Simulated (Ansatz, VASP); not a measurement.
Ca in VASP and in Ansatz

```
CELL_PARAMETERS angstrom
3.12734 0.00000 0.00000
0.00000 3.12734 0.00000
0.00000 0.00000 3.12734
ATOMIC_POSITIONS crystal
Ca 0.00000 0.00000 0.00000
```

Change from the starting cell: volume scaled by 0.7, LAPW.

Alike in both runs: task single point; functional PBE; k mesh 12 × 12 × 12; occupations fermi-dirac, width 0.1 eV; no spin polarisation.

|  | VASP | Ansatz |
| --- | --- | --- |
| version | VASP 6.6.1 | Ansatz 0.2.0 |
| potentials or method | VASP PAW PBE potentials, release 64 (Ca_sv), cutoff 520 eV | all-electron LAPW, scalar-relativistic |

```csv
,VASP,Ansatz,Ansatz less VASP
pressure (GPa),6.9,6.9,-0.03
```

Ansatz ran all-electron here, so the differences hold the error of VASP's frozen core and of both bases.
